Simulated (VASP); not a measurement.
# Si (Fd-3m) in VASP: further runs

Runs on Si. Level: r2SCAN. Tasks: single point, relaxation of cell and atoms.

Everything below comes from runs of VASP 6.6.1. Logs are shortened: lines on timing, memory, paths and dates and some standing lists are left out, and cuts for length are marked.

### Step 1. The crystal as given

Symmetry: Fd-3m, No. 227, cubic system. The conventional cell has a = 5.444 Å, b = 5.444 Å, c = 5.444 Å, α = 90.00°, β = 90.00°, γ = 90.00°. Si (site symmetry -43m) is surrounded by 4 Si at 2.36 Å.

### Step 2. Single point, r2SCAN

POSCAR reads:

```
Si
1.0
    0.0000000000      2.7218511865      2.7218511865
    2.7218511865      0.0000000000      2.7218511865
    2.7218511865      2.7218511865      0.0000000000
Si
2
Direct
    0.2500000000      0.2500000000      0.2500000000
    0.0000000000      0.0000000000      0.0000000000
```

INCAR.step1 reads:

```
SYSTEM = Si
ALGO     = Normal         ! electronic algorithm
EDIFF    = 1E-4           ! SCF threshold, eV
ENCUT    = 520            ! plane-wave cutoff, eV
GGA      = PE             ! functional
ISMEAR   = 0              ! smearing method
LASPH    = .TRUE.         ! aspherical terms in the spheres
LCHARG   = .FALSE.        ! write CHGCAR
LREAL    = .FALSE.        ! projectors in reciprocal space
LWAVE    = .TRUE.         ! write WAVECAR
NBANDS   = 11             ! bands
NELM     = 60             ! most SCF steps
PREC     = Accurate       ! precision mode
SIGMA    = 0.02           ! smearing width, eV
```

INCAR.step2 reads:

```
SYSTEM = Si
ALGO     = Normal         ! electronic algorithm
EDIFF    = 1E-6           ! SCF threshold, eV
ENCUT    = 520            ! plane-wave cutoff, eV
ISIF     = 2              ! what is computed and relaxed
ISMEAR   = 0              ! smearing method
ISTART   = 1            
LASPH    = .TRUE.         ! aspherical terms in the spheres
LCHARG   = .FALSE.        ! write CHGCAR
LMIXTAU  = .TRUE.       
LREAL    = .FALSE.        ! projectors in reciprocal space
LWAVE    = .FALSE.        ! write WAVECAR
METAGGA  = R2SCAN         ! meta-GGA
NBANDS   = 11             ! bands
NELM     = 60             ! most SCF steps
PREC     = Accurate       ! precision mode
SIGMA    = 0.02           ! smearing width, eV
```

KPOINTS reads:

```
k-points
0
G
  8 8 8
  0 0 0
```

Potentials or basis: VASP PAW PBE potentials, release 64 (Si).

The run is started by

```bash
$ cat potpaw_PBE.64/Si/POTCAR > POTCAR
$ cp INCAR.step1 INCAR
$ mpirun -np 1 vasp_std > vasp.out
$ cp INCAR.step2 INCAR
$ mpirun -np 1 vasp_std > vasp.out
```

OUTCAR:

```text
SYSTEM = Si
   EDIFF = 1E-6
   ENCUT = 520
   ISIF = 2
   ISMEAR = 0
   ISTART = 1
   LASPH = .TRUE.
   LREAL = .FALSE.
   METAGGA = R2SCAN
   NELM = 60
   PREC = Accurate

 ion  position               nearest neighbor table
   1  0.250  0.250  0.250-   2 2.36   2 2.36   2 2.36   2 2.36
   2  0.000  0.000  0.000-   1 2.36   1 2.36   1 2.36   1 2.36

  LATTYP: Found a face centered cubic cell.
 ALAT       =     5.4437023730

  Lattice vectors:

 A1 = (   0.0000000000,   2.7218511865,   2.7218511865)
 A2 = (   2.7218511865,   0.0000000000,   2.7218511865)
 A3 = (   2.7218511865,   2.7218511865,   0.0000000000)

Analysis of symmetry for initial positions (statically):
=====================================================================
 Subroutine PRICEL returns:
 Original cell was already a primitive cell.

 Routine SETGRP: Setting up the symmetry group for a
 face centered cubic supercell.

 Subroutine GETGRP returns: Found 48 space group operations
 (whereof 24 operations were pure point group operations)
 out of a pool of 48 trial point group operations.

The static configuration has the point symmetry T_d .
 The point group associated with its full space group is O_h .

Analysis of symmetry for dynamics (positions and initial velocities):
=====================================================================
 Subroutine PRICEL returns:
 Original cell was already a primitive cell.

 Routine SETGRP: Setting up the symmetry group for a
 face centered cubic supercell.

 Subroutine GETGRP returns: Found 48 space group operations
 (whereof 24 operations were pure point group operations)
 out of a pool of 48 trial point group operations.

The dynamic configuration has the point symmetry T_d .
 The point group associated with its full space group is O_h .

 Subroutine INISYM returns: Found 48 space group operations
 (whereof 24 operations are pure point group operations),
 and found     1 'primitive' translations

----------------------------------------------------------------------------------------

                                     Primitive cell

  volume of cell :      40.3295

  direct lattice vectors                    reciprocal lattice vectors
     0.000000000  2.721851186  2.721851186    -0.183698507  0.183698507  0.183698507
     2.721851186  0.000000000  2.721851186     0.183698507 -0.183698507  0.183698507
     2.721851186  2.721851186  0.000000000     0.183698507  0.183698507 -0.183698507

  length of vectors
     3.849278863  3.849278863  3.849278863     0.318175148  0.318175148  0.318175148

  position of ions in fractional coordinates (direct lattice)
     0.250000000  0.250000000  0.250000000
     0.000000000  0.000000000  0.000000000

  ion indices of the primitive-cell ions
   primitive index   ion index
                 1           1
                 2           2

----------------------------------------------------------------------------------------

 KPOINTS: k-points

Automatic generation of k-mesh.
 Grid dimensions read from file:
 generate k-points for:    8    8    8

 Generating k-lattice:

  Cartesian coordinates                     Fractional coordinates (reciprocal lattice)
    -0.022962313  0.022962313  0.022962313     0.125000000  0.000000000  0.000000000
     0.022962313 -0.022962313  0.022962313     0.000000000  0.125000000  0.000000000
     0.022962313  0.022962313 -0.022962313     0.000000000  0.000000000  0.125000000

  Length of vectors
     0.039771893  0.039771893  0.039771893

  Shift w.r.t. Gamma in fractional coordinates (k-lattice)
     0.000000000  0.000000000  0.000000000

 Subroutine IBZKPT returns following result:
 ===========================================

 Found     29 irreducible k-points:

 Following reciprocal coordinates:
            Coordinates               Weight
  0.000000  0.000000  0.000000      1.000000
  0.125000  0.000000  0.000000      8.000000
  0.250000  0.000000  0.000000      8.000000
  0.375000  0.000000  0.000000      8.000000
  0.500000  0.000000  0.000000      4.000000
  0.125000  0.125000  0.000000      6.000000
[... 16 lines left out ...]
  0.500000  0.250000  0.125000     48.000000
 -0.375000  0.250000  0.125000     24.000000
 [... further k-points ...]
   k-points           NKPTS =     29   k-points in BZ     NKDIM =     29   number of bands    NBANDS=     11
   number of dos      NEDOS =    301   number of ions     NIONS =      2
   total plane-waves  NPLWV =  27000
   dimension x,y,z NGX =    30 NGY =   30 NGZ =   30
   dimension x,y,z NGXF=    60 NGYF=   60 NGZF=   60
   ions per type =               2
   NGX,Y,Z   is equivalent  to a cutoff of  12.96, 12.96, 12.96 a.u.
   NGXF,Y,Z  is equivalent  to a cutoff of  25.91, 25.91, 25.91 a.u.
 SYSTEM =  Si
   PREC   = accura    normal or accurate (medium, high low for compatibility)
   ISTART =      1    job   : 0-new  1-cont  2-samecut
   ICHARG =      0    charge: 1-file 2-atom 10-const
   ISPIN  =      1    spin polarized calculation?
   LNONCOLLINEAR =      F non collinear calculations
   LSORBIT =      F    spin-orbit coupling
   LASPH  =      T    aspherical Exc in radial PAW
   ENCUT  =  520.0 eV  38.22 Ry    6.18 a.u.   7.16  7.16  7.16*2*pi/ulx,y,z
   NELM   =     60;   NELMIN=  2; NELMDL=  0     # of ELM steps
   EDIFF  = 0.1E-05   stopping-criterion for ELM
   LREAL  =      F    real-space projection
[... 7 lines left out ...]
   TEBEG  =    0.0;   TEEND  =   0.0 temperature during run
   PSTRESS=    0.0 pullay stress
   NELECT =       8.0000    total number of electrons
   NUPDOWN=      -1.0000    fix difference up-down
   EMIN   =  10.00;   EMAX   =-10.00  energy-range for DOS
   EFERMI =   0.00;   METHOD = LEGACY
   ISMEAR =     0;   SIGMA  =   0.02  broadening in eV -4-tet -1-fermi 0-gaus
   EFERMI_NEDOS =   21; number of points for ismear=-14 and -15
   IALGO  =     38    algorithm
   IMIX   =      4    mixing-type and parameters
     AMIX     =   0.40;   BMIX     =  1.00
     AMIX_MAG =   1.60;   BMIX_MAG =  1.00
  volume/ion in A,a.u.               =      20.16       136.08
  Fermi-wavevector in a.u.,A,eV,Ry     =   0.954766  1.804247 12.402783  0.911579
  Thomas-Fermi vector in A             =   2.083543
   LORBIT       =      0    0 simple, 1 ext, 2 COOP (PROOUT), +10 PAW based schemes
   METAGGA = R2SCAN    functional components
   LHFCALC =     F    Hartree Fock is set to
   AEXX    =    0.0000 exact exchange contribution
   IVDW    =     0    specifies the selected vdW correction
   LEPSILON=     F    determine dielectric tensor
   LRPA    =     F    only Hartree local field effects (RPA)
 non-spin polarized calculation
 Gauss-broadening in eV      SIGMA  =   0.02
  energy-cutoff  :      520.00
  volume of cell :       40.33
 maximum number of plane-waves:      1106
 NGX is ok and might be reduce to    30
   NGX = 15   NGY = 15   NGZ = 15

 number of electron       8.0000001 magnetization

 Free energy of the ion-electron system (eV)
  ---------------------------------------------------
  ext. energy  EPLUGINS =         0.00000000
  ---------------------------------------------------
  free energy    TOTEN  =       -17.54715676 eV

  energy without entropy =      -17.54715676  energy(sigma->0) =      -17.54715676

 E-fermi :   5.8230     XC(G=0):  -9.8258

 val. band max:        5.6661264995   @ k =   0.0000   0.0000   0.0000
 cond. band min:       6.4913618466   @ k =   0.3750   0.3750   0.0000
 fundamental gap:      0.8252353471
 Fermi energy:         5.8230458067

 k-point     1 :       0.0000    0.0000    0.0000
  band No.  band energies     occupation
      1      -6.8091      2.00000
      2       5.6661      2.00000
      3       5.6661      2.00000
      4       5.6661      2.00000
      5       8.4211      0.00000
      6       8.4211      0.00000
      7       8.4211      0.00000
      8       9.5670      0.00000
      9      13.7888      0.00000
     10      13.7888      0.00000
     11      14.3354      0.00000

 k-point     2 :       0.1250    0.0000    0.0000
  band No.  band energies     occupation
      1      -6.5955      2.00000
      2       4.0329      2.00000
      3       5.3631      2.00000
      4       5.3631      2.00000
      5       8.4492      0.00000
      6       8.8677      0.00000
      7       8.8677      0.00000
      8      10.8797      0.00000
      9      13.3132      0.00000
     10      13.3132      0.00000
     11      15.1234      0.00000

 k-point     3 :       0.2500    0.0000    0.0000
  band No.  band energies     occupation
      1      -5.9727      2.00000
      2       1.6093      2.00000
      3       4.8661      2.00000
      4       4.8661      2.00000
      5       8.0101      0.00000
      6       9.4192      0.00000
      7       9.4192      0.00000
      8      13.1619      0.00000
      9      13.2907      0.00000
     10      13.2907      0.00000
     11      15.3451      0.00000

 k-point     4 :       0.3750    0.0000    0.0000
  band No.  band energies     occupation
      1      -5.0391      2.00000
      2      -0.5007      2.00000
      3       4.5189      2.00000
      4       4.5189      2.00000
      5       7.6517      0.00000
      6       9.3704      0.00000
      7       9.3704      0.00000
      8      14.1490      0.00000
      9      14.7577      0.00000
     10      14.7577      0.00000
     11      16.0745      0.00000
[... 239 lines left out ...]
 k-point    22 :       0.3750    0.2500    0.1250
  band No.  band energies     occupation
      1      -5.4182      2.00000
      2       1.2324      2.00000
      3       2.8546      2.00000
      4       4.1760      2.00000
      5       8.3561      0.00000
      6       9.9296      0.00000
      7      10.1825      0.00000
      8      11.5397      0.00000
      9      13.9660      0.00000
     10      16.5805      0.00000
     11      17.5065      0.00000

 k-point    23 :       0.5000    0.2500    0.1250
  band No.  band energies     occupation
      1      -4.4897      2.00000
      2      -0.3936      2.00000
      3       2.2295      2.00000
      4       3.6529      2.00000
      5       8.8239      0.00000
      6       9.5311      0.00000
      7      11.0745      0.00000
      8      12.0046      0.00000
      9      15.2599      0.00000
     10      16.0341      0.00000
     11      18.4007      0.00000

 k-point    24 :      -0.3750    0.2500    0.1250
  band No.  band energies     occupation
      1      -3.8095      2.00000
      2      -1.3808      2.00000
      3       2.0982      2.00000
      4       3.4122      2.00000
      5       9.0439      0.00000
      6       9.0780      0.00000
      7      11.9850      0.00000
      8      13.2568      0.00000
      9      13.5760      0.00000
     10      16.8970      0.00000
     11      18.0954      0.00000

 [... further k-points ...]

------------------------ aborting loop because EDIFF is reached ----------------------------------------

  FORCE on cell =-STRESS in cart. coord.  units (eV):
  Direction    XX          YY          ZZ          XY          YZ          ZX
  --------------------------------------------------------------------------------------
  -------------------------------------------------------------------------------------
  Total       -0.0508172     -0.0508172     -0.0508172     -0.0000000      0.0000000     -0.0000000
  in kB       -2.0188234     -2.0188234     -2.0188234     -0.0000000      0.0000000     -0.0000000
  external PRESSURE =      -2.0188234 kB  Pullay stress =       0.0000000 kB

 VOLUME and BASIS-vectors are now :
 -----------------------------------------------------------------------------
  energy-cutoff  :      520.00
  volume of cell :       40.33
      direct lattice vectors                 reciprocal lattice vectors
     0.000000000  2.721851186  2.721851186    -0.183698507  0.183698507  0.183698507
     2.721851186  0.000000000  2.721851186     0.183698507 -0.183698507  0.183698507
     2.721851186  2.721851186  0.000000000     0.183698507  0.183698507 -0.183698507

 POSITION                                       TOTAL-FORCE (eV/Angst)
 -----------------------------------------------------------------------------------
      1.36093      1.36093      1.36093         0.000000      0.000000      0.000000
      0.00000      0.00000      0.00000        -0.000000     -0.000000     -0.000000
 -----------------------------------------------------------------------------------
    total drift:                               -0.000000     -0.000000     -0.000000

  FREE ENERGIE OF THE ION-ELECTRON SYSTEM (eV)
  ---------------------------------------------------
  free  energy   TOTEN  =       -17.5471567572 eV

  energy  without entropy=      -17.5471567572  energy(sigma->0) =      -17.54715676
```

Run time: 24 s. Hardware: 1 thread of Intel Xeon 6975P-C (Granite Rapids), shared host; peak memory 0.16 GiB.

What came out:

| Item | Value |
| --- | --- |
| Free energy | -17.5472 eV |
| Pressure | -0.2 GPa |
| Band gap on the k mesh | 0.83 eV, indirect (least direct gap 2.75 eV) |

Levels at points of the mesh, in eV from the valence-band top:
```
           k point  band 2  band 3  band 4  band 5  band 6  band 7
(0.00, 0.00, 0.00)    0.00    0.00    0.00    2.75    2.75    2.75
(0.50, 0.00, 0.00)   -7.23   -1.27   -1.27    1.86    3.59    3.59
(0.50, 0.50, 0.00)   -8.13   -2.99   -2.99    0.93    0.93   10.82
```

Caveat: the PAW data sets were made with another functional, which shifts forces and pressure a little.

### Step 3. Relaxation of cell and atoms, r2SCAN

POSCAR is that of step 2.

INCAR.step1 reads:

```
SYSTEM = Si
PREC     = Accurate       ! precision mode
ENCUT    = 600            ! plane-wave cutoff, eV
ISMEAR   = 0              ! smearing method
SIGMA    = 0.02           ! smearing width, eV
LREAL    = .FALSE.        ! projectors in reciprocal space
LASPH    = .TRUE.         ! aspherical terms in the spheres
NELM     = 80             ! most SCF steps
GGA      = PE             ! functional
ALGO     = Normal         ! electronic algorithm
EDIFF    = 1E-4           ! SCF threshold, eV
LWAVE    = .TRUE.         ! write WAVECAR
LCHARG   = .FALSE.        ! write CHGCAR
```

INCAR.step2 reads:

```
SYSTEM = Si
PREC     = Accurate       ! precision mode
ENCUT    = 600            ! plane-wave cutoff, eV
EDIFF    = 1E-6           ! SCF threshold, eV
ISMEAR   = 0              ! smearing method
SIGMA    = 0.02           ! smearing width, eV
LREAL    = .FALSE.        ! projectors in reciprocal space
LASPH    = .TRUE.         ! aspherical terms in the spheres
NELM     = 80             ! most SCF steps
ALGO     = Normal         ! electronic algorithm
ISIF     = 3              ! what is computed and relaxed
LWAVE    = .FALSE.        ! write WAVECAR
LCHARG   = .FALSE.        ! write CHGCAR
METAGGA  = R2SCAN         ! meta-GGA
LMIXTAU  = .TRUE.       
IBRION   = 2              ! ionic algorithm
NSW      = 100            ! ionic steps
EDIFFG   = -0.005         ! ionic threshold
ISTART   = 1
```

KPOINTS reads:

```
Automatic mesh
0
G
  8 8 8
  0 0 0
```

Potentials or basis: VASP PAW PBE potentials, release 64 (Si).

The run is started by

```bash
$ cat potpaw_PBE.64/Si/POTCAR > POTCAR
$ cp INCAR.step1 INCAR
$ mpirun -np 1 vasp_std > vasp.out
$ cp INCAR.step2 INCAR
$ mpirun -np 1 vasp_std > vasp.out
```

Wall time 34 s (1 thread of Intel Xeon 6975P-C (Granite Rapids), shared host); peak memory 0.17 GiB.

It converged, with:

- Free energy: -17.5469 eV
- Relaxed volume: 20.12 Å³/atom
- Relaxed cell: a = 3.847 Å, b = 3.847 Å, c = 3.847 Å, α = 60.00°, β = 60.00°, γ = 60.00°
- Space group after relaxing (to 0.05 Å): Fd-3m (No. 227)
- Energy gained by relaxing: 0.0 meV/atom
- Ionic steps: 3
- Pressure after relaxing: 0.0 GPa
- Band gap on the k mesh: 0.82 eV, indirect (least direct gap 2.76 eV)

Final structure:
```cif
data_structure
_symmetry_space_group_name_H-M 'P 1'
_symmetry_Int_Tables_number 1
_cell_length_a 3.8466
_cell_length_b 3.8466
_cell_length_c 3.8466
_cell_angle_alpha 60.000
_cell_angle_beta 60.000
_cell_angle_gamma 60.000
_cell_volume 40.25
loop_
_atom_site_label
_atom_site_type_symbol
_atom_site_fract_x
_atom_site_fract_y
_atom_site_fract_z
_atom_site_occupancy
Si1 Si 0.25000 0.25000 0.25000 1
Si2 Si 0.00000 0.00000 0.00000 1
```

Levels at points of the mesh, in eV from the valence-band top:
| k point | band 1 | band 2 | band 3 | band 4 | band 5 | band 6 | band 7 | band 8 |
| --- | --- | --- | --- | --- | --- | --- | --- | --- |
| (0.00, 0.00, 0.00) | -12.49 | 0.00 | 0.00 | 0.00 | 2.76 | 2.76 | 2.76 | 3.93 |
| (0.50, 0.00, 0.00) | -10.05 | -7.24 | -1.27 | -1.27 | 1.87 | 3.59 | 3.59 | 8.33 |
| (0.50, 0.50, 0.00) | -8.14 | -8.14 | -3.00 | -3.00 | 0.93 | 0.93 | 10.84 | 10.84 |

Caveat: the PAW data sets were made with another functional, which shifts forces and pressure a little. A k mesh can miss the band edges.

### Step 4. Single point, r2SCAN

POSCAR is that of step 3.

INCAR.step1 reads:

```
  PREC = Accurate
  ENCUT = 520
  ISMEAR = 0
  SIGMA = 0.1
  LREAL = F
  LASPH = T
  NELM = 80
  NBANDS = 11
  GGA = PE
  ALGO = Normal
  EDIFF = 1E-4
  LWAVE = T
  LCHARG = F
```

INCAR.step2 reads:

```
  PREC = Accurate
  ENCUT = 520
  EDIFF = 1E-6
  ISMEAR = 0
  SIGMA = 0.1
  LREAL = F
  LASPH = T
  NELM = 80
  ALGO = Normal
  ISIF = 2
  LWAVE = F
  LCHARG = F
  METAGGA = R2SCAN
  LMIXTAU = T
  NBANDS = 11
  ISTART = 1
```

KPOINTS reads:

```
regular mesh
0
Gamma
  6 6 6
```

The run is started by

```bash
$ cat potpaw_PBE.64/Si/POTCAR > POTCAR
$ cp INCAR.step1 INCAR
$ mpirun -np 1 vasp_std > vasp.out
$ cp INCAR.step2 INCAR
$ mpirun -np 1 vasp_std > vasp.out
```

Run time: 16 s. Hardware: 1 thread of Intel Xeon 6975P-C (Granite Rapids), shared host; peak memory 0.15 GiB.

It converged, with:

```
Free energy            : -17.5290 eV
Pressure               : -0.1 GPa
Band gap on the k mesh : 0.93 eV, indirect (least direct gap 2.75 eV)
```

Levels at points of the mesh, in eV from the valence-band top:
```
           k point  band 2  band 3  band 4  band 5  band 6  band 7
(0.00, 0.00, 0.00)    0.00    0.00    0.00    2.75    2.75    2.75
(0.50, 0.00, 0.00)   -7.23   -1.27   -1.27    1.86    3.59    3.59
(0.50, 0.50, 0.00)   -8.13   -2.99   -2.99    0.93    0.93   10.82
```

Caveat: the PAW data sets were made with another functional, which shifts forces and pressure a little.

### Step 5. Overview

```tsv
task	cell	k mesh	cutoff (eV)	smearing	gap on the mesh (eV)	pressure (GPa)
single point	as given	8 × 8 × 8	520	gaussian 0.02 eV	0.83	-0.2
relaxation of cell and atoms	relaxed	8 × 8 × 8	600	gaussian 0.02 eV	0.82	0.0
single point	as given	6 × 6 × 6	520	gaussian 0.1 eV	0.93	-0.1
```

Alike in all rows: level r2SCAN; potentials or basis VASP PAW PBE potentials, release 64 (Si); no spin polarisation.

Caveats: the PAW data sets were made with another functional, which shifts forces and pressure a little.

Total energies depend on the potentials used, so only differences within one code and one set of settings carry meaning.
